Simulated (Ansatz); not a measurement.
# Te2Mo: a relaxation, part 2 of 2

Aim: relax the cell and atoms of Te2Mo.

Ansatz 0.2.0; DFT PBE+D3(BJ), scalar-relativistic, plane waves, PAW.

**3. The relaxation**

input.yaml reads:

```yaml
crystal:
  lattice:
    - [3.5182, 0.0, 0.0]
    - [-1.7591, 3.0468505756, 0.0]
    - [0.0, 0.0, 13.9736]
  atoms:
    - { symbol: Te, position: [0.3333333333, 0.6666666667, 0.621] }
    - { symbol: Te, position: [0.6666666667, 0.3333333333, 0.121] }
    - { symbol: Te, position: [0.3333333333, 0.6666666667, 0.879] }
    - { symbol: Te, position: [0.6666666667, 0.3333333333, 0.379] }
    - { symbol: Mo, position: [0.3333333333, 0.6666666667, 0.25] }
    - { symbol: Mo, position: [0.6666666667, 0.3333333333, 0.75] }
basis:
  ecutwfc: 420
kpoints:
  mp_grid: { grid: [9, 9, 2] }
hamiltonian:
  xc: pbe
  dispersion: d3bj
scf:
  occupations: { method: gaussian, width: 0.02 }
output:
  forces: true
  stress: true
  eigenvalues: true
relax:
  adjacent_minimum: "off"
  f_tol: 0.005
  max_steps: 80
  cell: { stress_tol: 0.05 }
```

The run is started by

```
> ansatz run input.yaml --threads 8 --pin off --max-ram 22528MiB --backend cpu --events-out ev --progress --plain --runs-dir out
```

What it wrote:

```text
Warning: RAYON_NUM_THREADS=8 ignored (pool sized by the plan → 8); use --threads N
Engine: ansatz 0.2.0, aarch64-unknown-linux-gnu
Pseudopotentials: kind: paw
Pseudopotential: Te, paw, valence charge 16, recommended cutoff 420 eV (normal), Te.paw.azcp
Pseudopotential: Mo, paw, valence charge 14, recommended cutoff 420 eV (normal), Mo.paw.azcp
Functional definition: PBE
  parameter kappa = 0.804
  parameter beta = 0.06672455060314922
  exchange = pbe_x(kappa = kappa, mu = beta*pi^2/3)
  correlation = pbe_c(beta = beta)
Crystal: 6 atoms, lattice volume = 149.789 Å³
Basis set: ecut = 420 eV, 2909 PW (Γ), exchange–correlation on 48×48×192 points (8 copies of the dense FFT grid, shifted against one another)
Bands: 56, of which v1, the nominal top of the filled ones, is band 46 counted from 1 (45 counted from 0)
Symmetry: 24 space group operations
Space group: P63/mmc (ITA 194), of the structure as read, at distance tolerance 5.3e-5 Å
k-points: 24 of 162
Non-local potential: Te, projectors of the file, l = 0: 2, l = 1: 2, l = 2: 2, l = 3: 2
Non-local potential: Mo, projectors of the file, l = 0: 3, l = 1: 2, l = 2: 2, l = 3: 1
PAW form: soft (Blöchl's): semilocal exchange-correlation on the pseudo side does not see the compensation charge
PAW one-centre angular grid: Te, 590 points (default); XC on 64 Gauss nodes
PAW one-centre angular grid: Mo, 590 points (default); XC on 64 Gauss nodes
Initial density: superposition of atomic densities (neutral atoms: chi_scale 0, normalization atom), corrected by the library's trained network
Initial wavefunctions: pseudopotential atomic-orbital guess
Functional: x = pbe(κ = 0.804, μ = 0.2195149727645171), c = pbe(β = 0.06672455060314922)
SCF iter   1: F=—  HF=-37836.602231 eV  |F-HF|=—  |Δ(HF+E_count)|=         —  Δρ=4.19e-3  dr2=8.80e-3  ethr=1.77e-3  ⟨swp⟩=7.7  Hψ=5241  notcnv=0  defer=2
preconditioner: auto → Resta (q_TF=auto, 2.515 Å⁻¹)  ε∞=6.9  [insulator: Δε(μ)=0.789 eV  Ē_g=7.481 eV  σ=0.020 eV  W_gap=1.00  n_scr=52 (ndim 8)  ℏωp=18.2 eV  f_vac=0.021  D(μ)=0.00/eV (n_scr^D=0)  ε∞_Penn≈6.9]
SCF iter   2: F=—  HF=-37836.610475 eV  |F-HF|=—  |Δ(HF+E_count)|=   8.24e-3  Δρ=2.48e-3  dr2=3.06e-3  ethr=9.56e-6  ⟨swp⟩=2.0  Hψ=2170  notcnv=0  defer=64
SCF iter   3: F=—  HF=-37836.614584 eV  |F-HF|=—  |Δ(HF+E_count)|=   4.11e-3  Δρ=1.01e-3  dr2=2.79e-3  ethr=3.32e-6  ⟨swp⟩=2.0  Hψ=1832  notcnv=0  defer=64
SCF iter   4: F=—  HF=-37836.614742 eV  |F-HF|=—  |Δ(HF+E_count)|=   1.58e-4  Δρ=1.25e-4  dr2=1.97e-5  ethr=3.03e-6  ⟨swp⟩=2.0  Hψ=1518  notcnv=0  defer=64
SCF iter   5: F=—  HF=-37836.614828 eV  |F-HF|=—  |Δ(HF+E_count)|=   8.56e-5  Δρ=5.34e-5  dr2=4.65e-6  ethr=2.14e-8  ⟨swp⟩=2.2  Hψ=1864  notcnv=0  defer=64
SCF iter   6: F=—  HF=-37836.614838 eV  |F-HF|=—  |Δ(HF+E_count)|=   1.02e-5  Δρ=1.32e-5  dr2=3.27e-7  ethr=5.05e-9  ⟨swp⟩=2.0  Hψ=1708  notcnv=0  defer=64
SCF iter   7: F=-37836.614838 eV  HF=-37836.614838 eV  |F-HF|=1.69e-8  |Δ(HF+E_count)|=   3.70e-7  Δρ=4.29e-6  dr2=3.57e-8  ethr=1.09e-10  ⟨swp⟩=10.7  Hψ=5466  notcnv=0
SCF 1 converged in 7 iterations: F = -37836.614838 eV  dr2 = 3.57e-8
relax step   1: F+E_penalty+E_count = -37836.61483841 eV  Δ(F+E_penalty+E_count) = +0.000e0 eV  max|allowed force component| = 1.665e-1 eV/Å  Δτ_max = 0.0000 Å  P = -0.528 GPa  Ω = 149.789 Å³  (7 SCF iters, dr2 threshold 1.00e-7 eV, accepted)
Crystal: 6 atoms, lattice volume = 134.938 Å³
Basis set: ecut = 420 eV, 2625 PW (Γ), exchange–correlation on 48×48×192 points (8 copies of the dense FFT grid, shifted against one another)
Initial density: handed on by an earlier stage of this run
Initial wavefunctions: those handed on with the density
iter 1 solved again at ethr=1.40e-4 eV; its pass at ethr=3.10e-3 eV (dr2=1.29e-1 eV) is discarded
SCF iter   1: F=—  HF=-37836.438701 eV  |F-HF|=—  |Δ(HF+E_count)|=         —  Δρ=9.93e-3  dr2=1.31e-1  ethr=1.40e-4  ⟨swp⟩=1.9  Hψ=6896  notcnv=0
preconditioner: auto → Resta (q_TF=auto, 2.560 Å⁻¹)  ε∞=7.2  [insulator: Δε(μ)=0.411 eV  Ē_g=7.681 eV  σ=0.020 eV  W_gap=1.00  n_scr=52 (ndim 8)  ℏωp=19.2 eV  f_vac=0.000  D(μ)=0.00/eV (n_scr^D=0)  ε∞_Penn≈7.2]
SCF iter   2: F=—  HF=-37836.417334 eV  |F-HF|=—  |Δ(HF+E_count)|=   2.14e-2  Δρ=5.75e-3  dr2=4.59e-2  ethr=1.40e-4  ⟨swp⟩=2.1  Hψ=1593  notcnv=0
SCF iter   3: F=—  HF=-37836.410328 eV  |F-HF|=—  |Δ(HF+E_count)|=   7.01e-3  Δρ=7.78e-4  dr2=1.06e-3  ethr=4.99e-5  ⟨swp⟩=2.5  Hψ=1941  notcnv=0
SCF iter   4: F=—  HF=-37836.410396 eV  |F-HF|=—  |Δ(HF+E_count)|=   6.79e-5  Δρ=2.07e-4  dr2=8.13e-5  ethr=1.15e-6  ⟨swp⟩=1.7  Hψ=1600  notcnv=0
SCF iter   5: F=—  HF=-37836.410401 eV  |F-HF|=—  |Δ(HF+E_count)|=   5.11e-6  Δρ=5.71e-5  dr2=8.98e-6  ethr=8.84e-8  ⟨swp⟩=2.7  Hψ=2228  notcnv=0
SCF iter   6: F=-37836.410403 eV  HF=-37836.410403 eV  |F-HF|=3.05e-7  |Δ(HF+E_count)|=   1.46e-6  Δρ=1.71e-5  dr2=5.97e-7  ethr=6.52e-10  ⟨swp⟩=4.7  Hψ=5538  notcnv=0
SCF 2 converged in 6 iterations: F = -37836.410403 eV  dr2 = 5.97e-7
relax step   2: F+E_penalty+E_count = -37836.41040298 eV  Δ(F+E_penalty+E_count) = +2.044e-1 eV  max|allowed force component| = 8.435e-1 eV/Å  Δτ_max = 0.1718 Å  P = +1.341 GPa  Ω = 134.938 Å³  energy of the carried Pulay correction = +3.067e-3 eV  (6 SCF iters, dr2 threshold 6.00e-7 eV, rejected (line search))
Crystal: 6 atoms, lattice volume = 146.482 Å³
Basis set: ecut = 420 eV, 2837 PW (Γ), exchange–correlation on 48×48×192 points (8 copies of the dense FFT grid, shifted against one another)
iter 1 solved again at ethr=1.09e-4 eV; its pass at ethr=3.10e-3 eV (dr2=1.01e-1 eV) is discarded
SCF iter   1: F=—  HF=-37836.657047 eV  |F-HF|=—  |Δ(HF+E_count)|=         —  Δρ=7.90e-3  dr2=1.02e-1  ethr=1.09e-4  ⟨swp⟩=2.0  Hψ=6653  notcnv=0
preconditioner: auto → Resta (q_TF=auto, 2.525 Å⁻¹)  ε∞=7.1  [insulator: Δε(μ)=0.756 eV  Ē_g=7.483 eV  σ=0.020 eV  W_gap=1.00  n_scr=52 (ndim 8)  ℏωp=18.4 eV  f_vac=0.014  D(μ)=0.00/eV (n_scr^D=0)  ε∞_Penn≈7.1]
SCF iter   2: F=—  HF=-37836.640571 eV  |F-HF|=—  |Δ(HF+E_count)|=   1.65e-2  Δρ=4.09e-3  dr2=3.49e-2  ethr=1.09e-4  ⟨swp⟩=2.1  Hψ=1806  notcnv=0
SCF iter   3: F=—  HF=-37836.637175 eV  |F-HF|=—  |Δ(HF+E_count)|=   3.40e-3  Δρ=2.48e-3  dr2=9.43e-3  ethr=3.79e-5  ⟨swp⟩=3.0  Hψ=1823  notcnv=0
SCF iter   4: F=—  HF=-37836.636040 eV  |F-HF|=—  |Δ(HF+E_count)|=   1.13e-3  Δρ=3.99e-4  dr2=2.64e-4  ethr=1.03e-5  ⟨swp⟩=2.0  Hψ=1898  notcnv=0
SCF iter   5: F=—  HF=-37836.636100 eV  |F-HF|=—  |Δ(HF+E_count)|=   5.95e-5  Δρ=1.21e-4  dr2=3.19e-5  ethr=2.87e-7  ⟨swp⟩=2.0  Hψ=1712  notcnv=0
SCF iter   6: F=—  HF=-37836.636156 eV  |F-HF|=—  |Δ(HF+E_count)|=   5.55e-5  Δρ=4.14e-5  dr2=6.81e-6  ethr=3.47e-8  ⟨swp⟩=2.0  Hψ=1764  notcnv=0
SCF iter   7: F=—  HF=-37836.636149 eV  |F-HF|=—  |Δ(HF+E_count)|=   6.87e-6  Δρ=8.81e-6  dr2=1.52e-7  ethr=7.40e-9  ⟨swp⟩=2.0  Hψ=1685  notcnv=0
SCF iter   8: F=—  HF=-37836.636149 eV  |F-HF|=—  |Δ(HF+E_count)|=   1.88e-7  Δρ=2.38e-6  dr2=9.73e-9  ethr=1.66e-10  ⟨swp⟩=2.0  Hψ=1776  notcnv=0
SCF iter   9: F=—  HF=-37836.636149 eV  |F-HF|=—  |Δ(HF+E_count)|=   7.84e-9  Δρ=5.19e-7  dr2=4.01e-10  ethr=1.06e-11  ⟨swp⟩=2.0  Hψ=1757  notcnv=0
SCF iter  10: F=-37836.636149 eV  HF=-37836.636149 eV  |F-HF|=7.28e-12  |Δ(HF+E_count)|=  2.55e-10  Δρ=1.00e-7  dr2=1.71e-11  ethr=1.00e-12  ⟨swp⟩=5.6  Hψ=4881  notcnv=0
SCF 3 converged in 10 iterations: F = -37836.636149 eV  dr2 = 1.71e-11
relax step   3: F+E_penalty+E_count = -37836.63614883 eV  Δ(F+E_penalty+E_count) = -2.131e-2 eV  max|allowed force component| = 2.900e-3 eV/Å  Δτ_max = 0.0367 Å  P = -0.339 GPa  Ω = 146.482 Å³  energy of the carried Pulay correction = +6.564e-4 eV  (10 SCF iters, accepted)
[... 12 lines left out ...]
relax step   4: F+E_penalty+E_count = -37836.63872074 eV  Δ(F+E_penalty+E_count) = -2.572e-3 eV  max|allowed force component| = 2.268e-2 eV/Å  Δτ_max = 0.0158 Å  P = -0.059 GPa  Ω = 144.993 Å³  energy of the carried Pulay correction = +9.567e-4 eV  (6 SCF iters, dr2 threshold 6.00e-7 eV, accepted)
[... 9 lines left out ...]
relax step   5: F+E_penalty+E_count = -37836.63878943 eV  Δ(F+E_penalty+E_count) = -6.870e-5 eV  max|allowed force component| = 4.777e-3 eV/Å  Δτ_max = 0.0015 Å  P = -0.016 GPa  Ω = 145.058 Å³  energy of the carried Pulay correction = +9.434e-4 eV  (5 SCF iters, dr2 threshold 6.17e-8 eV, accepted)
Initial wavefunctions: pseudopotential atomic-orbital guess (no wavefunctions were taken with the density)
iter 1 solved again at ethr=1.16e-7 eV; its pass at ethr=3.10e-3 eV (dr2=1.07e-4 eV) is discarded
SCF iter   1: F=—  HF=-37836.637802 eV  |F-HF|=—  |Δ(HF+E_count)|=         —  Δρ=4.53e-5  dr2=4.31e-7  ethr=1.16e-7  ⟨swp⟩=4.0  Hψ=9014  notcnv=0
preconditioner: auto → Resta (q_TF=auto, 2.529 Å⁻¹)  ε∞=7.0  [insulator: Δε(μ)=0.674 eV  Ē_g=7.531 eV  σ=0.020 eV  W_gap=1.00  n_scr=52 (ndim 8)  ℏωp=18.5 eV  f_vac=0.010  D(μ)=0.00/eV (n_scr^D=0)  ε∞_Penn≈7.0]
SCF iter   2: F=—  HF=-37836.637813 eV  |F-HF|=—  |Δ(HF+E_count)|=   1.16e-5  Δρ=2.32e-5  dr2=1.09e-7  ethr=4.68e-10  ⟨swp⟩=2.0  Hψ=2383  notcnv=0
SCF iter   3: F=—  HF=-37836.637813 eV  |F-HF|=—  |Δ(HF+E_count)|=   1.46e-7  Δρ=3.93e-6  dr2=6.58e-9  ethr=1.19e-10  ⟨swp⟩=2.0  Hψ=2435  notcnv=0
SCF iter   4: F=—  HF=-37836.637813 eV  |F-HF|=—  |Δ(HF+E_count)|=   4.81e-9  Δρ=1.25e-6  dr2=6.11e-9  ethr=7.15e-12  ⟨swp⟩=2.0  Hψ=1684  notcnv=0
SCF iter   5: F=—  HF=-37836.637813 eV  |F-HF|=—  |Δ(HF+E_count)|=  7.28e-10  Δρ=3.27e-7  dr2=1.61e-10  ethr=6.65e-12  ⟨swp⟩=2.0  Hψ=1416  notcnv=0
SCF iter   6: F=-37836.637813 eV  HF=-37836.637813 eV  |F-HF|=1.46e-11  |Δ(HF+E_count)|=  7.28e-12  Δρ=7.23e-8  dr2=1.69e-11  ethr=1.00e-12  ⟨swp⟩=4.9  Hψ=4324  notcnv=0
SCF 6 converged in 6 iterations: F = -37836.637813 eV  dr2 = 1.69e-11
relax step   6: F+E_penalty+E_count = -37836.63781340 eV  Δ(F+E_penalty+E_count) = +9.760e-4 eV  max|allowed force component| = 4.700e-3 eV/Å  Δτ_max = 0.0000 Å  P = -0.014 GPa  Ω = 145.058 Å³  stress off target by 3.69e-2 GPa  SCF on the basis re-selected at this cell (its energy is not comparable with the rows above)  (6 SCF iters)
basis re-selected at this cell: Δ(F+E_penalty+E_count) = +9.760e-4 eV, ΔP = +0.001 GPa vs the last step (what re-selecting the basis moved, of the pressure what is left beyond the Pulay correction that the steps carried, after the strain that the cell walked since its last selection, with what the two solves' SCF thresholds leave and, on support functions, any second-order correction that the steps lacked; it is no measure of the basis error at this ecutwfc). This SCF's stress stands 3.69e-2 GPa from its target on what of the cell is left free (relax.cell.stress_tol is 5.00e-2 GPa) and its largest allowed force component is 4.70e-3 eV/Å (relax.f_tol is 5.00e-3 eV/Å): within both
SCF converged after 6 iterations
Free energy (F): -37836.637813 eV
Harris-Foulkes:  -37836.637813 eV  (|F-HF|=1.46e-11)
Internal energy: -37836.637813 eV  (E = F + TS)
E sigma→0 (E₀):  -37836.637813 eV
Fermi energy:    13.428440 eV
--- Per-component energies (eV) ---
  E_band       = -1093.355961
  E_kinetic    = 1610.822342
  E_local      = -6940.522631  (includes V_loc(G=0)·N_el)
  E_nonlocal   = -952.615040
  E_hartree    = 3938.778536
  E_xc         = -866.721742
  E_vxc        = -878.258364  (∫ρ·V_xc dr)
  E_paw        = -25053.934767  (= ΣΔE_a)
  E_vpaw       = -1810.338983  (= ΣTr[D̂ρ^β])
  E_aug_tail   = -0.000574  (compensation charges beyond the density's cutoff)
  E_ewald      = -9569.119312
  E_disp       = -3.324625  (pairwise vdW)
  E_smearing   = -0.000000  (= −TS)
  E_closure    = 0.000000  (closes the sum)
  Σ components = -37836.637813   (vs F -37836.637813, Δ=0.00e0)
--- Forces (eV/Å), atoms counted from 1 ---
  atom   1  Te     0.00000000     0.00000000     0.00470006
  atom   2  Te    -0.00000000    -0.00000000     0.00470006
  atom   3  Te    -0.00000000     0.00000000    -0.00470006
  atom   4  Te    -0.00000000    -0.00000000    -0.00470006
  atom   5  Mo    -0.00000000     0.00000000     0.00000000
  atom   6  Mo    -0.00000000    -0.00000000     0.00000000
  max |Σ_I F_I| component: 1.85e-17 eV/Å
--- Stress (GPa, compression-positive) ---
       -0.002886       0.000000       0.000000
        0.000000      -0.002886       0.000000
        0.000000       0.000000      -0.036928
  P = ⅓ Tr σ = -0.0142 GPa (-0.142 kbar)
--- Band table (eV; the first three rows and the last of 24) ---
  k-point 0: bands = ["-47.7545", "-47.7545", "-23.6847", "-23.6847", "-23.6841", "-23.6841", "-23.6739", "-23.6739", "-23.6735", "-23.6735", "-23.6214", "-23.6214", "-23.6186", "-23.6186", "-23.6111", "-23.6111", "-23.6085", "-23.6085", "-23.6017", "-23.5998", "-23.5935", "-23.5915", "-21.9281", "-21.9281", "-21.7643", "-21.7643", "-21.7643", "-21.7643", "-0.1262", "0.3188", "0.6685", "1.3453", "6.9766", "8.5419", "9.7097", "11.2733", "11.2733", "11.2948", "11.2948", "11.9084", "12.0420", "12.0420", "12.0906", "12.0906", "12.9112", "13.0917", "15.9655", "15.9655", "16.1485", "16.1485", "16.1567", "16.1567", "16.4998", "16.4998", "18.9332", "19.3613"]
  k-point 1: bands = ["-47.7545", "-47.7545", "-23.6844", "-23.6844", "-23.6844", "-23.6844", "-23.6737", "-23.6737", "-23.6737", "-23.6737", "-23.6201", "-23.6201", "-23.6201", "-23.6201", "-23.6096", "-23.6096", "-23.6096", "-23.6096", "-23.6009", "-23.6009", "-23.5924", "-23.5924", "-21.9281", "-21.9281", "-21.7643", "-21.7643", "-21.7643", "-21.7643", "0.0252", "0.0252", "1.0725", "1.0725", "7.5510", "7.5510", "10.9525", "10.9525", "11.2837", "11.2837", "11.2837", "11.2837", "12.0665", "12.0665", "12.0665", "12.0665", "13.0446", "13.0446", "16.0053", "16.0053", "16.0053", "16.0053", "16.3791", "16.3791", "16.3791", "16.3791", "19.2307", "19.2307"]
  k-point 2: bands = ["-47.7533", "-47.7533", "-23.6836", "-23.6830", "-23.6818", "-23.6812", "-23.6758", "-23.6753", "-23.6712", "-23.6708", "-23.6224", "-23.6219", "-23.6196", "-23.6195", "-23.6145", "-23.6120", "-23.6114", "-23.6087", "-23.6002", "-23.5987", "-23.5919", "-23.5901", "-21.9197", "-21.9197", "-21.7817", "-21.7817", "-21.7676", "-21.7676", "0.0523", "0.4939", "0.8045", "1.4602", "7.1744", "8.7271", "9.6364", "10.8740", "10.9248", "11.4099", "11.4469", "11.4785", "11.8074", "11.8732", "11.9622", "12.0160", "12.8811", "13.0556", "15.4601", "15.4677", "15.5359", "15.6146", "15.7536", "16.0218", "16.1767", "16.3482", "19.5461", "20.0232"]
  k-point 23: bands = ["-47.7431", "-47.7431", "-23.6890", "-23.6890", "-23.6664", "-23.6664", "-23.6609", "-23.6609", "-23.6603", "-23.6603", "-23.6396", "-23.6396", "-23.6284", "-23.6284", "-23.6159", "-23.6159", "-23.6158", "-23.6158", "-23.5927", "-23.5927", "-23.5788", "-23.5788", "-21.8840", "-21.8840", "-21.8483", "-21.8483", "-21.8421", "-21.8421", "2.5392", "2.5392", "2.7074", "2.7074", "8.1882", "8.1882", "8.3152", "8.3152", "8.9874", "8.9874", "9.2561", "9.2561", "10.3792", "10.3792", "10.9882", "10.9882", "12.8224", "12.8224", "14.1013", "14.1013", "14.6023", "14.6023", "15.4520", "15.4520", "16.6637", "16.6637", "18.0828", "18.0828"]
--- Relaxed structure (5 steps of the walk, 4 accepted, 1 SCFs on fresh bases) ---
  F+E_penalty+E_count = -37836.63781340 eV   max|allowed force component| = 4.700e-3 eV/Å   (the final SCF, on the basis selected at the relaxed cell)
  cell:  # Å, volume = 145.0582 Å³
    - [3.4963748203983114, 0.0, 0.0]
    - [-1.7481874101991557, 3.0279494156171918, 0.0]
    - [0.0, 0.0, 13.701743005351899]
  atoms:
    - { symbol: Te, position: [0.33333333333333326, 0.6666666666666665, 0.6173474520678779] }
    - { symbol: Te, position: [0.6666666666666666, 0.33333333333333326, 0.11734745206787778] }
    - { symbol: Te, position: [0.33333333333333326, 0.6666666666666665, 0.8826525479321222] }
    - { symbol: Te, position: [0.6666666666666666, 0.33333333333333326, 0.3826525479321222] }
    - { symbol: Mo, position: [0.33333333333333326, 0.6666666666666665, 0.25] }
    - { symbol: Mo, position: [0.6666666666666666, 0.33333333333333326, 0.75] }
```

It took 9.2 s on 8 threads of Arm Neoverse V2, shared host; peak memory 0.77 GiB.

Step by step:

```
step  energy from step 1 (eV/cell)  largest force component (eV/Å)  pressure (GPa)  volume (Å³)
   1                        0.0000                          0.1665           -0.53       149.79
   2                        0.2044                          0.8435            1.34       134.94
   3                       -0.0213                          0.0029           -0.34       146.48
   4                       -0.0239                          0.0227           -0.06       144.99
   5                       -0.0240                          0.0048           -0.02       145.06
   6                       -0.0230                          0.0047           -0.01       145.06
```

Step 1 is the start. Step 6 repeats the geometry before it on a plane-wave basis chosen anew for that cell, so its energy need not be comparable with the rows above. Step 2 was tried and not accepted.

|  | before | after | change |
| --- | --- | --- | --- |
| a (Å) | 3.518 | 3.496 | -0.6 % |
| b (Å) | 3.518 | 3.496 | -0.6 % |
| c (Å) | 13.974 | 13.702 | -1.9 % |
| volume (Å³/atom) | 24.96 | 24.18 | -3.2 % |
| shortest distance (Å) | 2.716 | 2.716 | 0.0 % |
| space group (0.01 Å) | P6_3/mmc | P6_3/mmc | same |

Forces and stress were held to the start's 24 operations: a distortion of lower symmetry was not tested.

**4. What came out**

The summary covers parts 1 to 2. Changes of volume or cell count from the first structure of part 1.

```
                      quantity                                                                        value
                  relaxed cell  a = 3.496 Å, b = 3.496 Å, c = 13.702 Å, α = 90.00°, β = 90.00°, γ = 120.00°
          space group (0.01 Å)                                                           P6_3/mmc (No. 194)
                        volume                                                                24.18 Å³/atom
energy, smearing taken to zero                                                           -6306.1063 eV/atom
               gap on the mesh                                                                      0.67 eV
            remaining pressure                                                                    -0.01 GPa
```

Relaxation lowered the volume by 3.2 %. That is more than thermal expansion of the reported cell explains. Measured lattice constant a of Te2Mo: 3.52085 Å (quoted in “MBE growth of 2H-MoTe2 and 1T'-MoTe2 on 3D substrates”, 2017, arxiv:1705.00651). This calculation gives 3.496 Å (-0.7 %). A measured lattice constant c of Te2Mo is 13.9664 Å (quoted in “MBE growth of 2H-MoTe2 and 1T'-MoTe2 on 3D substrates”, 2017, arxiv:1705.00651); the calculated 13.702 Å misses it by -1.9 %. That is the cell relaxed with PBE+D3(BJ), without thermal expansion or zero-point motion. The mesh shows a gap of 0.67 eV.  Spin-orbit coupling is left out, which matters for the bands of Te. The log warns that the dispersion term switches its coefficients with the atoms' coordination near these geometries, so kinks or extra dips may come from it and not from the bonding.

These are semilocal Kohn-Sham gaps, which aren't the measured quantity. Such gaps usually fall short of the measured ones; spin-orbit coupling, left out here, narrows gaps with Te, so the two errors partly cancel.
